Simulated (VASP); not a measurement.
Input of a VASP 6.6.1 run:

INCAR

```
SYSTEM = SnS2
PREC = Accurate ; ENCUT = 600
EDIFF = 1E-7 ; ISMEAR = 0
SIGMA = 0.03 ; LREAL = .False.
LASPH = .True. ; NELM = 80
ALGO = Normal ; ISIF = 3
LWAVE = .False. ; LCHARG = .False.
GGA = PE ; IVDW = 12
IBRION = 2 ; NSW = 90
EDIFFG = -0.005
```

Contents of KPOINTS:

```
Automatic mesh
0
Gamma
  9 9 5
  0 0 0
```

Contents of POSCAR:

```
SnS2                                    
1.0
    3.6672149263     -0.0000000000     -0.0000000000
   -1.8336074632      3.1759012828      0.0000000000
    0.0000000000     -0.0000000000      5.8130285324
  Sn              S             
     1     2
Direct
     0.0000000000000000    0.0000000000000000    0.0000000000000000
     0.3333333300000021    0.6666666699999979    0.2543667591197377
     0.6666666699999979    0.3333333300000021    0.7456332408802624
```

Potentials or basis: VASP PAW PBE potentials, release 64 (Sn_d, S).

The run is started by

```console
$ cat potpaw_PBE.64/Sn_d/POTCAR potpaw_PBE.64/S/POTCAR > POTCAR
$ mpirun -np 1 vasp_std > vasp.out
```

Q: What does it give for the relaxed volume?

A: 22.56 Å³/atom.

Q: Estimate the dispersion energy per atom.

A: -0.328 eV.

Forces on the atoms (eV/Å):
```
Sn   0.000  0.000  0.000
S    0.000  0.000  0.005
S    0.000  0.000 -0.005
```
